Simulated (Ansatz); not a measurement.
# Sb: the change of pressure with volume per atom

Results calculated with Ansatz 0.2.0 development build, not measured. Equation of state of a cubic crystal from periodic Kohn-Sham density functional theory without spin; pressure corrected for the finite basis.

Cell of the first row (space group Fd-3m, No. 227):
```
CELL_PARAMETERS angstrom
0.00000 3.40150 3.40150
3.40150 0.00000 3.40150
3.40150 3.40150 0.00000
ATOMIC_POSITIONS crystal
Sb 0.00000 0.00000 0.00000
Sb 0.25000 0.25000 0.25000
```

Settings of every row: formula Sb; structure type diamond; functional r2SCAN; spin treatment none; k mesh 9x9x9; occupation method fermi-dirac; occupation width 0.1 eV; wave cutoff 500 eV; datasets soft-1 PAW; density cutoff ratio 4.

Limits: a cubic model structure, not a phase known at ambient conditions.

| row | volume per atom (Å³) | pressure (GPa) | energy above lowest point (meV/atom) |
| --- | --- | --- | --- |
| 1 | 39.355 | 2.408 | 18.36 |
| 2 | 40.639 | 1.116 | 4.38 |
| 3 | 41.922 | ? | ? |
| 4 | 43.206 | -0.955 | 3.91 |
| 5 | 44.489 | -1.781 | 14.95 |

Question: what pressure should row 3 give?

Worked fit of pressure. Take u = (V_r/V)^(2/3) − 1 with V_r = 41.922 Å³ an atom, which is twice the finite (Eulerian) strain; such expansions in the strain, on which the Birch-Murnaghan equation of state is built, carry the rest volume and the bulk modulus. The shown rows have u = 0.04302, 0.02094, -0.01991, -0.03885. Least squares give pressure = 0.0036 + 50.642 × u + 121.69 × u² GPa; a straight line predicts inner rows, each left out in turn, worse (root mean square 0.12 against 0.0036 GPa). The rows lie off it by 0.001, -0.001, 0.001, -0.001. The pressure vanishes at u = -0.0001, or V = 41.93 Å³ an atom, and there the bulk modulus at fixed shape and fractions is B = −V dP/dV = (2/3)(1 + u) dP/du = 33.7 GPa. The withheld row has u = 0, so the fit gives 0.0036 + 50.642 × (0) + 121.69 × (0)² = 0.004 GPa.

The calculation gave 0.004 GPa. The fit meets it to the printed digit.

The other values of row 3: energy above lowest point 0 meV/atom.
